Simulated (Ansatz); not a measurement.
RbCl (rocksalt), relaxed with r2SCAN in the PAW code Ansatz. Space group Fm-3m (No. 225), cubic; conventional cell a = 6.612 Å, 36.13 Å³ an atom. Rb is surrounded by 6 Cl at 3.31 Å; Cl is surrounded by 6 Rb at 3.31 Å.

The axes x, y and z are those of this cell:
```
CELL_PARAMETERS angstrom
0.00000 3.30581 3.30581
3.30581 0.00000 3.30581
3.30581 3.30581 0.00000
ATOMIC_POSITIONS crystal
Rb 0.00000 0.00000 0.00000
Cl 0.50000 0.50000 0.50000
```

Unstrained: PBE gives a direct gap of 4.957 eV at Γ. With r2SCAN the gap is 5.556 eV and direct, at Γ. The HSE06 gap is direct at Γ: 6.250 eV. Meshes: PBE 6×6×6, r2SCAN 6×6×6, HSE06 4×4×4. Strains are changes of length per length. After each strain the atoms were relaxed again with r2SCAN within the symmetry that the strain leaves, so tilts or polar shifts that break it weren't tested; points keep the names that they have in the unstrained zone. No spin polarisation and no zero-point or thermal motion.

(1) Apply uniaxial +1.43 % along [111], other directions held. How far does the gap move, against the unstrained cell?

(2) Estimate what uniaxial +1.92 % along z, other directions held does to the gap.

(3) One strain changed the r2SCAN stress by xx -1.85, yy -1.85, zz -1.85 GPa (compression positive) and the gap by -0.491 eV (PBE), -0.485 eV (r2SCAN), -0.527 eV (HSE06). Which kind of strain was it, and roughly how large?

Results:

(1) PBE: the gap goes from 4.957 to 4.905 eV (-0.052 eV); with r2SCAN the top three valence levels at Γ, degenerate before, become 2+1 from the top over 19 meV. r2SCAN: the gap goes from 5.556 to 5.504 eV (-0.052 eV). HSE06: the gap goes from 6.250 to 6.195 eV (-0.055 eV). The r2SCAN energy rises by 0.5 meV an atom.

(2) PBE: the gap goes from 4.957 to 4.889 eV (-0.068 eV); with r2SCAN the top three valence levels at Γ, degenerate before, become 2+1 from the top over 21 meV. r2SCAN: the gap goes from 5.556 to 5.487 eV (-0.069 eV). HSE06: the gap goes from 6.250 to 6.178 eV (-0.072 eV). The r2SCAN energy rises by 1.4 meV an atom.

(3) Isotropic +5.77 % on every length. The pattern of the stress gives the kind; the size needs the stiffness, so it is an estimate.

The meshes of the hybrids are coarse, so their gaps aren't converged to the digits shown.

The splittings at Γ are without spin-orbit coupling, which regroups them where it is of like size or larger.
